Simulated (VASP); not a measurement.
# InAs in VASP: how settings move the PBEsol single point

The PBEsol single point of InAs built on the rocksalt prototype is repeated with altered inputs. Which of them can be trusted? This is a trial cell built on a prototype, not taken from a measured structure, and it needn't be the compound's ground state.

The runs shown are made with VASP 6.6.1. PAW datasets, plane waves. The cell comes from a prototype generator: it can be a known phase or a hypothetical one. Spin polarisation is off.

## (1) Starting point

The cell comes from an earlier relaxation with r2SCAN in another program.

The symmetry is Fm-3m (No. 225, cubic); a = 5.683 Å in the conventional setting, 22.94 Å³ an atom. Around In lie 6 As at 2.84 Å; around As lie 6 In at 2.84 Å.

The structure in full:

```
CELL_PARAMETERS angstrom
0.00000 2.84143 2.84143
2.84143 0.00000 2.84143
2.84143 2.84143 0.00000
ATOMIC_POSITIONS crystal
In 0.00000 0.00000 0.00000
As 0.50000 0.50000 0.50000
```

## (2) Baseline

Input file INCAR:

```
ENCUT = 520.000000
SIGMA = 0.020000
EDIFF = 1.00e-07
GGA = PS
PREC = Accurate
IBRION = -1
ISIF = 2
ISMEAR = -1
NBANDS = 16
NELM = 120
NSW = 0
LASPH = .TRUE.
LCHARG = .TRUE.
LELF = .TRUE.
LWAVE = .FALSE.
LREAL = .FALSE.
```

Input file KPOINTS:

```
KPOINTS created by Atomic Simulation Environment
0
Gamma
8 8 8
0 0 0
```

Input file POSCAR:

```
In As
 1.0000000000000000
    -0.0000000000000000    2.8414336897063346    2.8414336897063346
     2.8414336897063346   -0.0000000000000000    2.8414336897063346
     2.8414336897063346    2.8414336897063346   -0.0000000000000000
 In  As
   1   1
Cartesian
 -0.0000000000000000 -0.0000000000000000 -0.0000000000000000
  2.8414336897063341  2.8414336897063341  2.8414336897063341
```

A file KPOINTS_OPT adds named points for the levels; it doesn't enter the self-consistent loop.

Potentials: the recommended PBE PAW datasets, 18 valence electrons.

Run with:

```
$ mpirun -np 1 vasp_std
```

## (3) Variant 1

Input file INCAR:

```
SIGMA = 0.020000
EDIFF = 1.00e-07
GGA = PS
PREC = Accurate
IBRION = -1
ISIF = 2
ISMEAR = -1
NBANDS = 16
NELM = 120
NSW = 0
LASPH = .TRUE.
LCHARG = .FALSE.
LWAVE = .FALSE.
LREAL = .FALSE.
ENCUT = 450
NELMDL = -8
```

Input file KPOINTS:

```
KPOINTS created by Atomic Simulation Environment
0
Monkhorst-Pack
8 8 8
0 0 0
```

POSCAR is that of step 2.

## (4) Variant 2

Input file INCAR:

```
ENCUT = 520.000000
SIGMA = 0.020000
EDIFF = 1.00e-07
GGA = PS
PREC = Accurate
IBRION = -1
ISIF = 2
ISMEAR = -1
NSW = 0
LASPH = .TRUE.
LCHARG = .FALSE.
LWAVE = .FALSE.
LREAL = .FALSE.
NBANDS = 21
IVDW = 11
NELM = 64
```

KPOINTS is that of step 2.

POSCAR is that of step 2.

**Question.** What will these runs give? Wanted: for each run, changed; ending; energy change; pressure; electronic steps; usable.

As calculated:

| run | changed | ending | energy change (meV/atom) | pressure (GPa) | gap on the mesh (eV; negative: overlap) | electronic steps | time | usable |
| --- | --- | --- | --- | --- | --- | --- | --- | --- |
| ref. | – | converged | 0 | -0.9 | -2.73 | 13 | 11 s | yes |
| 1 | ENCUT = 450, NELMDL = -8, shifted mesh | converged | -5.4 | -1.0 | -2.22 | 14 | 15 s | yes |
| 2 | NBANDS = 21, IVDW = 11, NELM = 64 | converged | – | -2.3 | -2.73 | 13 | 13 s | yes |

What this shows: Of 2 altered inputs, 2 gave usable results. «ENCUT = 450, NELMDL = -8, shifted mesh» moves the energy by -5.4 meV/atom.
